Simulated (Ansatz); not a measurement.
Te under changes of volume

One of the cells (32.696 Å³/atom); the others are scaled copies at fixed shape and fractional positions:

```
Te
1.0
     3.82029   -2.14820    0.00000
     3.82029    2.14820    0.00000
    -0.09429    0.00000    5.97609
Te
3
Direct
  0.00000 0.00000 0.00000
  0.30945 0.30945 0.33881
  0.69055 0.69055 0.66119
```

This isn't the form of Te at room conditions, which is trigonal, of chains.

```yaml
Program: Ansatz 0.2.0
Functional: LDA
Potentials_or_basis: Ansatz PAW
Cutoff: "420 eV (not typed: the program's choice for these potentials)"
k_mesh: 7 × 7 × 5
Occupations: fermi-dirac, width 0.05 eV
Spin: no spin polarisation
```

```csv
volume (Å³/atom),energy over the lowest point (meV/atom),pressure (GPa),largest force (eV/Å)
30.734,0.00,0.4,0.245
31.388,0.76,-0.8,0.181
32.042,6.24,-1.9,0.121
32.696,15.91,-2.8,0.066
33.350,29.31,-3.7,0.015
34.004,46.02,-4.5,0.035
34.658,?,?,?
```

Problem. What does the run at 34.658 Å³/atom give?

Solution. Energy over the lowest point 65.65 meV/atom; pressure -5.1 GPa; largest force 0.079 eV/Å.

Worked out: A Birch-Murnaghan fit of order 3 (a polynomial in V^(-2/3)) to the other rows has its minimum at 30.96 Å³/atom with B0 = V·E''(V) = 59 GPa and B' = 4.6 at fixed shape and positions, which overstates the stiffness. It gives 65.67 meV/atom at 34.658 Å³/atom, against the run's 65.65, and -dE/dV = -5.1 GPa, against -5.1.

Energies are extrapolated to zero smearing.

Caveats: the PAW data sets come from PBE, with cores solved anew for the run's functional, which leaves a small shift of forces and pressure.
